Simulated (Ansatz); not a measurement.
# ZrO (Cmmm) in Ansatz: a series of runs

One crystal, ZrO, is run at these levels: r2SCAN50, HF; tasks: single point.

All numbers are computed with Ansatz 0.2.0; they aren't measurements. Logs are shortened: lines on timing, memory, paths and dates and some standing lists are left out, and cuts for length are marked.

**1. The structure**

The structure is orthorhombic, space group Cmmm (No. 65). Conventional cell: a = 3.653 Å, b = 5.838 Å, c = 2.620 Å, α = 90.00°, β = 90.00°, γ = 90.00°. Zr (site symmetry mmm) has 2 O at 1.83 Å as nearest neighbours. O (site symmetry mmm) has 2 Zr at 1.83 Å as nearest neighbours.

The cell was built by a generator and needn't be a form met in nature.

**2. Single point, r2SCAN50**

Contents of input:

```
crystal:
  lattice:
    - [1.82663986, -2.91884927, 0.0]
    - [1.82663986, 2.91884927, 0.0]
    - [0.0, 0.0, 2.61993837]
  atoms:
    - { symbol: Zr, position: [0.0, 0.0, 0.0] }
    - { symbol: O, position: [0.5, 0.5, 0.0] }
hamiltonian:
  xc: r2scan50
  pseudopotentials: { kind: paw }
kpoints:
  mp_grid: { grid: [5, 5, 5] }
scf:
  occupations: { method: fermi_dirac, width: 0.05 }
output:
  forces: true
  stress: true
  eigenvalues: true
```

Potentials or basis: Ansatz PAW.

Standard output:

```text
Warning: output.stress: scf.convergence.dr2_threshold = 1e-7 eV (the SCF's general default) is looser than the 2e-10 eV advised for a printed stress (1e-10 eV for each atom of the cell: 2). What an SCF threshold leaves in a stress goes as its square root, and in the free energy as the threshold itself, and one threshold admits the most on a small cell: of the crystals measured, under no hybrid functional and no lock of the moments, on runs that ended without the residual-converged pass, on stresses that held no estimate of that error, the worst erred by over 100 MPa in a component at 1e-7 eV an atom and by under 5 at 1e-10. Set scf.convergence.dr2_threshold to 2e-10 eV or tighter. The threshold is an SCF's pass mark: one that does not reach it within its budget of iterations ends unconverged, or closes short of it on a stop that the run arms, and scf.convergence.dr2_threshold's page says what that costs each kind of run
Warning: output.stress: scf.exx.energy_threshold = 1e-6 eV is looser than the 2e-8 eV advised for a stress under a hybrid functional (1e-8 eV for each atom of the cell: 2). Every SCF of the exchange loop can meet its threshold on dr2 while the loop round them stops early: no threshold on dr2 bounds what that leaves in the stress. Set scf.exx.energy_threshold to 2e-8 eV or tighter. The threshold is the loop's pass mark: a loop that does not reach it within its budget of cycles ends unconverged, and scf.exx.energy_threshold's page has the law
GPUs: using 1 of 1 available (devices: 1).
Engine: ansatz 0.2.0, x86_64-unknown-linux-gnu
Pseudopotentials: kind: paw
Pseudopotential: Zr, paw, valence charge 12, recommended cutoff 500 eV (meta_gga), Zr.paw.azcp
Pseudopotential: O, paw, valence charge 6, recommended cutoff 500 eV (meta_gga), O.paw.azcp
Functional definition: r2SCAN50
  parameter a = 0.5
  parameter k0 = 0.174
  parameter k1 = 0.065
  parameter a1 = 4.9479
  exchange = (1 - a)*r2scan_x(k0 = k0, k1 = k1, a1 = a1) + a*exact_x
  correlation = r2scan_c
device memory: the entry about to start is reckoned to put 0.5 GiB on a device that reports 48.1 GiB free (of which the cap on the GPU budget leaves the run 18.0 GiB)
GPU FFT provider: cuFFT
GPU libraries: cuBLAS 13.8.2, cuFFT 12.4.0, cuSOLVER 12.3.4
Crystal: 2 atoms, lattice volume = 27.937 Å³
Basis set: ecut = 500 eV, 717 PW (Γ), exchange–correlation on 108×108×80 points (64 copies of the dense FFT grid, shifted against one another)
Bands: 13, of which v1, the nominal top of the filled ones, is band 9 counted from 1 (8 counted from 0)
Symmetry: 8 space group operations
Space group: Cmmm (ITA 65), of the structure as read, at distance tolerance 3.0e-5 Å
k-points: 27 of 125
Non-local potential: Zr, projectors of the file, l = 0: 3, l = 1: 2, l = 2: 2, l = 3: 2
Non-local potential: O, projectors of the file, l = 0: 2, l = 1: 2, l = 2: 1
PAW form: soft (Blöchl's): semilocal exchange-correlation on the pseudo side does not see the compensation charge
PAW frozen core: Zr, regenerated for the run's functional, and the local potential with it (the file was generated under x = pbe(κ = 0.804, μ = 0.2195149727645171), c = pbe(β = 0.06672455060314922))
PAW frozen core: O, regenerated for the run's functional, and the local potential with it (the file was generated under x = pbe(κ = 0.804, μ = 0.2195149727645171), c = pbe(β = 0.06672455060314922))
PAW one-centre angular grid: Zr, 590 points (default); XC on 160 Gauss nodes
PAW one-centre angular grid: O, 302 points (default); XC on 160 Gauss nodes
Initial density: superposition of atomic densities (neutral atoms: chi_scale 0, normalization atom), corrected by the library's trained network
Initial wavefunctions: pseudopotential atomic-orbital guess
GPU buffer pool allocated for 14580 grid points (all kernels)
GPU transforms: local potential: pruned to the plane-wave sphere, on 25×25×20; band sums: pruned to the plane-wave sphere, on 27×27×20
Functional: x = r2scan, c = r2scan; τ floored in thin density (d = 2e-4 eV/Å³), warm-up for x = 0.5 r2scan + 0.5 exact, c = r2scan; τ floored in thin density (d = 2e-4 eV/Å³)
SCF iter   1: F=—  HF=-4762.444015 eV  |F-HF|=—  |Δ(HF+E_count)|=         —  Δρ=2.63e-2  dr2=2.08e-1  dr2_τ=2.04e-1  ethr=1.77e-3  ⟨swp⟩=5.8  Hψ=1542  notcnv=0
preconditioner: auto → none  [metal: Δε(μ)=0.123 eV  Ē_g=11.046 eV  σ=0.050 eV  W_gap=0.50  n_scr=8 (ndim 8)  ℏωp=21.9 eV  f_vac=0.000  D(μ)=1.07/eV (n_scr^D=8)  sad-step TF]
SCF iter   2: F=—  HF=-4762.486240 eV  |F-HF|=—  |Δ(HF+E_count)|=   4.22e-2  Δρ=1.34e-2  dr2=4.41e-2  dr2_τ=3.00e-3  ethr=1.16e-3  ⟨swp⟩=3.0  Hψ=750  notcnv=0
iter 3 solved again at ethr=7.95e-6 eV; its pass at ethr=2.45e-4 eV (dr2=1.43e-3 eV) is discarded
SCF iter   3: F=—  HF=-4762.490680 eV  |F-HF|=—  |Δ(HF+E_count)|=   4.44e-3  Δρ=3.11e-3  dr2=1.46e-3  dr2_τ=4.45e-4  ethr=7.95e-6  ⟨swp⟩=3.1  Hψ=1568  notcnv=0
SCF iter   4: F=—  HF=-4762.491571 eV  |F-HF|=—  |Δ(HF+E_count)|=   8.91e-4  Δρ=1.32e-3  dr2=3.65e-4  dr2_τ=3.40e-5  ethr=7.95e-6  ⟨swp⟩=3.0  Hψ=731  notcnv=0
SCF iter   5: F=—  HF=-4762.491698 eV  |F-HF|=—  |Δ(HF+E_count)|=   1.26e-4  Δρ=4.55e-4  dr2=4.26e-5  dr2_τ=5.45e-6  ethr=2.03e-6  ⟨swp⟩=3.0  Hψ=685  notcnv=0
SCF iter   6: F=—  HF=-4762.491702 eV  |F-HF|=—  |Δ(HF+E_count)|=   4.35e-6  Δρ=1.31e-4  dr2=5.05e-6  dr2_τ=4.40e-7  ethr=2.37e-7  ⟨swp⟩=3.3  Hψ=770  notcnv=0
SCF iter   7: F=—  HF=-4762.491702 eV  |F-HF|=—  |Δ(HF+E_count)|=   2.52e-7  Δρ=2.33e-5  dr2=1.24e-7  dr2_τ=9.61e-9  ethr=2.81e-8  ⟨swp⟩=3.1  Hψ=677  notcnv=0
[... 137 lines left out ...]
SCF iter   6: F=—  HF=-4760.106593 eV  |F-HF|=—  |Δ(HF+E_count)|=   6.81e-4  Δρ=4.61e-4  dr2=1.71e-4  dr2_τ=2.14e-6  ethr=3.13e-10  ⟨swp⟩=5.4  Hψ=1643  notcnv=0
SCF iter   7: F=—  HF=-4760.106569 eV  |F-HF|=—  |Δ(HF+E_count)|=   2.42e-5  Δρ=1.11e-4  dr2=9.27e-5  dr2_τ=6.84e-7  ethr=3.13e-10  ⟨swp⟩=5.0  Hψ=1510  notcnv=0
SCF iter   8: F=—  HF=-4760.106568 eV  |F-HF|=—  |Δ(HF+E_count)|=   6.63e-7  Δρ=2.17e-5  dr2=9.07e-5  dr2_τ=1.65e-8  ethr=3.13e-10  ⟨swp⟩=4.1  Hψ=1018  notcnv=0
SCF iter   9: F=—  HF=-4760.106918 eV  |F-HF|=—  |Δ(HF+E_count)|=   3.50e-4  Δρ=6.40e-4  dr2=1.26e-4  dr2_τ=2.93e-6  ethr=3.13e-10  ⟨swp⟩=5.7  Hψ=1576  notcnv=0
SCF iter  10: F=—  HF=-4760.106878 eV  |F-HF|=—  |Δ(HF+E_count)|=   4.00e-5  Δρ=3.53e-4  dr2=3.38e-5  dr2_τ=7.23e-7  ethr=3.13e-10  ⟨swp⟩=5.0  Hψ=1388  notcnv=0
SCF iter  11: F=—  HF=-4760.106867 eV  |F-HF|=—  |Δ(HF+E_count)|=   1.19e-5  Δρ=1.21e-5  dr2=2.68e-6  dr2_τ=5.26e-9  ethr=3.13e-10  ⟨swp⟩=4.9  Hψ=1351  notcnv=0
SCF iter  12: F=—  HF=-4760.106867 eV  |F-HF|=—  |Δ(HF+E_count)|=   1.05e-8  Δρ=9.51e-7  dr2=2.62e-6  dr2_τ=3.25e-11  ethr=1.69e-10  ⟨swp⟩=3.0  Hψ=664  notcnv=0
Mixer restart at iter 12: flushing history
SCF iter  13: F=-4760.106870 eV  HF=-4760.106871 eV  |F-HF|=5.96e-7  |Δ(HF+E_count)|=   4.08e-6  Δρ=5.38e-5  dr2=1.24e-6  dr2_τ=2.96e-8  ethr=1.00e-12  ⟨swp⟩=6.1  Hψ=1513  notcnv=0
SCF 9 stopped early in 13 iterations: F = -4760.106870 eV  dr2 = 1.24e-6
hybrid outer 1: dexx = +2.245e-3 eV, tail = 3.51e-6 eV
GPU FFT provider: cuFFT
GPU libraries: cuBLAS 13.8.2, cuFFT 12.4.0, cuSOLVER 12.3.4
GPU buffer pool allocated for 14580 grid points (all kernels)
GPU transforms: local potential: pruned to the plane-wave sphere, on 25×25×20; band sums: pruned to the plane-wave sphere, on 27×27×20
Exchange kernel: α = 0.5000, full range, Wigner–Seitz truncation, v(0) = 7886.2723 eV·Å³, q-mesh 5×5×5, nearest image of the exchange supercell L = 13.10 Å, pair-density grid 18×18×15, without the augmentation charges, whose exchange is taken in its separable form by FFT convolution over the k-point mesh (sized by the pseudopotential files, 24×24×20 at the most), smooth part of the exact exchange by density-matrix convolution in up to 1.68 GiB of GPU memory as planned if the GPU has room (build and FFT work areas not counted)
Frozen-core exchange: fock
SCF iter   1: F=—  HF=-4760.106862 eV  |F-HF|=—  |Δ(HF+E_count)|=         —  Δρ=3.06e-5  dr2=2.08e-7  dr2_τ=3.20e-8  ethr=9.76e-8  ⟨swp⟩=3.6  Hψ=797  notcnv=0
preconditioner: auto → none  [insulator: Δε(μ)=0.940 eV  Ē_g=12.425 eV  σ=0.050 eV  W_gap=0.50  n_scr=8 (ndim 8)  ℏωp=19.9 eV  f_vac=0.000  D(μ)=0.64/eV (n_scr^D=4)]
SCF iter   2: F=—  HF=-4760.106862 eV  |F-HF|=—  |Δ(HF+E_count)|=   1.88e-7  Δρ=1.66e-5  dr2=4.51e-8  dr2_τ=3.30e-9  ethr=7.98e-10  ⟨swp⟩=3.8  Hψ=814  notcnv=0
SCF iter   3: F=—  HF=-4760.106862 eV  |F-HF|=—  |Δ(HF+E_count)|=   3.49e-8  Δρ=8.06e-6  dr2=1.51e-8  dr2_τ=1.72e-9  ethr=1.86e-10  ⟨swp⟩=3.9  Hψ=786  notcnv=0
SCF iter   4: F=-4760.106862 eV  HF=-4760.106862 eV  |F-HF|=6.96e-9  |Δ(HF+E_count)|=   2.63e-9  Δρ=5.73e-6  dr2=8.07e-9  dr2_τ=1.34e-9  ethr=7.64e-11  ⟨swp⟩=3.9  Hψ=788  notcnv=0
SCF 10 converged in 4 iterations: F = -4760.106862 eV  dr2 = 8.07e-9
  Residual-converged pass: ⟨swp⟩=3.0  Hψ=664  notcnv=0  max |occ|·‖R‖ = 2.3e-6 eV (tolerance 2.4e-6 eV)  dr2=8.16e-9  dr2_τ=1.37e-9  dr2_onsite=3.96e-10  max |Δocc| = 3.2e-14
hybrid outer 2: dexx = +3.996e-7 eV, tail = 2.14e-8 eV, Δε = 1.77e-3 eV (about 2.52e-4 eV left of the loop's levels)
hybrid SCF converged: 2 outer / 17 inner (+0 warm-up), last move |dexx| = 4.00e-7 eV, tail = 2.14e-8 eV
Stability not checked: this state was not tested for a lower state beside it, because the functional holds exact exchange (a hybrid, or Hartree-Fock), whose exchange loop this test does not read (fock_operator; see scf.lower_state_search)
Free energy (F): -4760.106862 eV
Frozen-core exchange: fock
Harris-Foulkes:  -4760.106862 eV  (|F-HF|=6.96e-9)
Internal energy: -4760.102389 eV  (E = F + TS)
E sigma→0 (E₀):  -4760.104625 eV
Entropy (-TS):   -0.004474 eV (-2.237 meV/atom)
Fermi energy:    14.513080 eV
--- Per-component energies (eV) ---
  E_band       = -163.846002
  E_kinetic    = 526.930159
  E_local      = -1006.326325  (includes V_loc(G=0)·N_el)
  E_nonlocal   = 124.645895
  E_hartree    = 342.212675
  E_xc         = -127.424612
  E_vxc        = -167.443752  (∫ρ·V_xc dr)
  E_exx        = -118.367813  (= α·E_x^exact, valence–valence)
  E_paw        = -3116.618499  (= ΣΔE_a)
  E_vpaw       = -95.620474  (= ΣTr[D̂ρ^β])
  E_aug_tail   = 0.001004  (compensation charges beyond the density's cutoff)
  E_vtau       = 6.278245  (kinetic-family band-sum trace: ∫τ·v_τ [+ j·A + Jᵃ·Aᵃ] dr)
  E_ewald      = -1384.298883
  E_core_change = -0.855987  (= ΣΔE_core)
  E_smearing   = -0.004474  (= −TS)
  E_closure    = -0.000001  (closes the sum)
  Σ components = -4760.106862   (vs F -4760.106862, Δ=0.00e0)
--- Forces (eV/Å), atoms counted from 1 ---
  atom   1  Zr     0.00000000     0.00000000     0.00000000
  atom   2  O      0.00000000    -0.00000000     0.00000000
  max |Σ_I F_I| component: 6.31e-30 eV/Å
--- Stress (GPa, compression-positive) ---
      128.405455       0.000000      -0.000000
        0.000000      -1.896931       0.000000
       -0.000000       0.000000      51.406454
  P = ⅓ Tr σ = 59.3050 GPa (593.050 kbar)
--- Band table (eV; the first three rows and the last of 27) ---
  k-point 0: bands = ["-43.5262", "-19.5007", "-18.2560", "-16.8431", "-12.7911", "6.5107", "8.3655", "8.5736", "8.8159", "12.5849", "14.2717", "22.1100", "22.2049"]
  k-point 1: bands = ["-43.3609", "-19.3801", "-18.1119", "-18.0906", "-12.5477", "6.6987", "6.7367", "8.9040", "11.3976", "15.8074", "15.8671", "18.5775", "19.1052"]
  k-point 2: bands = ["-43.0826", "-19.8025", "-19.1787", "-17.8654", "-12.1243", "4.8902", "7.1470", "9.0694", "13.7101", "15.7654", "16.2222", "17.0810", "20.2541"]
  k-point 26: bands = ["-43.0366", "-19.6877", "-19.2901", "-18.2699", "-12.1160", "5.2375", "6.2211", "9.0244", "9.6570", "13.8973", "20.2486", "21.7525", "23.5892"]
```

Wall time 26 s (1 × NVIDIA H100 80GB HBM3 with 2 threads of AMD EPYC 7R13 (Zen 3), shared host); peak memory 2 GiB.

What came out:

- Free energy: -4760.1069 eV
- Pressure: 59.3 GPa
- Band gap on the k mesh: none (metal or under the smearing width)

Levels at points of the mesh, in eV from the Fermi level:
```
           k point  band 7  band 8  band 9  band 10  band 11  band 12
(0.00, 0.00, 0.00)   -6.15   -5.94   -5.70    -1.93    -0.24     7.60
```

Caveat: the k mesh is coarse (spacing up to 0.48 Å⁻¹), so the values aren't converged, least of all with exact exchange; a pressure of tens of GPa on the cell as given is suspect, and the run, the potentials or the cell itself is likely at fault; the PAW data sets come from PBE, with cores solved anew for the run's functional, which leaves a small shift of forces and pressure; the thresholds are loose for stress.

**3. Single point, HF**

Edit input of step 2 so:

```diff
@@ -9,3 +9,3 @@
 hamiltonian:
-  xc: r2scan50
+  xc: hf
   pseudopotentials: { kind: paw }
```

Potentials or basis: Ansatz PAW.

Wall time 11 s (1 × NVIDIA H100 80GB HBM3 with 2 threads of AMD EPYC 7R13 (Zen 3), shared host); peak memory 1.8 GiB.

Results (log left out):

- Free energy: -4694.0369 eV
- Pressure: 69.5 GPa
- Band gap on the k mesh: none (metal or under the smearing width)

Stress tensor (GPa, compression positive):
```
143.52   0.00   0.00
  0.00   7.01   0.00
  0.00   0.00  57.98
```

Levels at points of the mesh, in eV from the Fermi level:
| k point | band 7 | band 8 | band 9 | band 10 | band 11 | band 12 |
| --- | --- | --- | --- | --- | --- | --- |
| (0.00, 0.00, 0.00) | -9.91 | -9.74 | -8.82 | -2.67 | 2.09 | 8.93 |

Caveat: the k mesh is coarse (spacing up to 0.48 Å⁻¹), so the values aren't converged, least of all with exact exchange; the cell as given lies far from equilibrium; so large a pressure means that the cell lies far from this level's equilibrium, or that cutoff or potentials fall short; the PAW data sets come from PBE, with cores solved anew for the run's functional, which leaves a small shift of forces and pressure; the thresholds are loose for stress.
